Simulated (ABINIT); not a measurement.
# C in ABINIT: the effect of functional

Crystal: C.

```
C
1.0
     0.00000    1.78337    1.78337
     1.78337    0.00000    1.78337
     1.78337    1.78337    0.00000
C
2
Cartesian
  2.6751 2.6751 2.6751
  1.7834 1.7834 1.7834
```

This isn't the form of C at room conditions, which is graphite.

Alike in all runs:

| Item | Value |
| --- | --- |
| Program | ABINIT 10.8.3 (patched build) |
| Task | single point |
| Potentials or basis | JTH PAW PBE v2.0 |
| Cutoff | 626 eV |
| k mesh | 13 × 13 × 13 |
| Occupations | fermi-dirac, width 0.05 eV |
| Spin | no spin polarisation |

```csv
functional,gap on the mesh (eV),pressure (GPa)
LDA,4.11,-13.5
PBEsol,4.01,-5.4
RPBE,4.14,7.4
BLYP,4.46,10.6
AM05,?,?
r2SCAN,4.33,0.6
SCAN,4.46,1.3
revPBE,4.13,5.9
PW91,4.19,0.7
WC,4.06,-5.4
```

Question: What does the run with functional AM05 give?

Answer: gap on the mesh 4.02 eV; pressure -6.6 GPa.

Caveats: the PAW data sets were made with another functional, which shifts forces and pressure a little; an odd mesh through Γ misses points on the zone boundary, where band edges often lie; the atomic spheres overlap.

Runs at the PBE level aren't shown here.
